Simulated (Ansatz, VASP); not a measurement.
**HfO2: VASP beside Ansatz**

```
Hf O
1.0
     5.10088    0.00000    0.00000
     0.00000    5.16836    0.00000
    -0.85579    0.00000    5.19643
Hf O
4 8
Direct
  0.27670 0.04188 0.20813
  0.72330 0.54188 0.29187
  0.72330 0.95812 0.79187
  0.27670 0.45812 0.70813
  0.44655 0.75838 0.48027
  0.55345 0.25838 0.01973
  0.55345 0.24162 0.51973
  0.44655 0.74162 0.98027
  0.07264 0.33925 0.33895
  0.92736 0.83925 0.16105
  0.92736 0.66075 0.66105
  0.07264 0.16075 0.83895
```

Change from the starting cell: volume scaled by 0.99.

Alike in both runs: task electric field gradients; functional PBE; k mesh 4 × 4 × 4; occupations fermi-dirac, width 0.02 eV; no spin polarisation.

```csv
,VASP,Ansatz
version,VASP 6.6.1,Ansatz 0.2.0
potentials or method,"VASP PAW PBE potentials, release 64 (Hf_pv, O)","plane-wave PAW, scalar-relativistic"
plane-wave cutoff (eV),520,420
valence electrons in the cell,88,152
```

```csv
,VASP,Ansatz,Ansatz less VASP
gap on the k mesh at the Fermi level (eV),4.05,4.09,+0.040
pressure (GPa),4.3,7.5,+3.25
largest component of the traceless stress (GPa),0.62,0.64,+0.024
rms of the force components (eV/Å),0.012,0.028,+0.0159
Vzz of the field gradient on the site that differs most (V/Å²),107.3,122.3,+15.05
```

Atom by atom the forces differ by 0.034 eV/Å (rms over components). The two sets of potentials don't hold the same shells in valence. Ansatz warned: «gradients_without_spin_orbit».

Caveats: spin-orbit coupling is left out, which moves the levels of the heavy elements. A k mesh can miss the band edges.
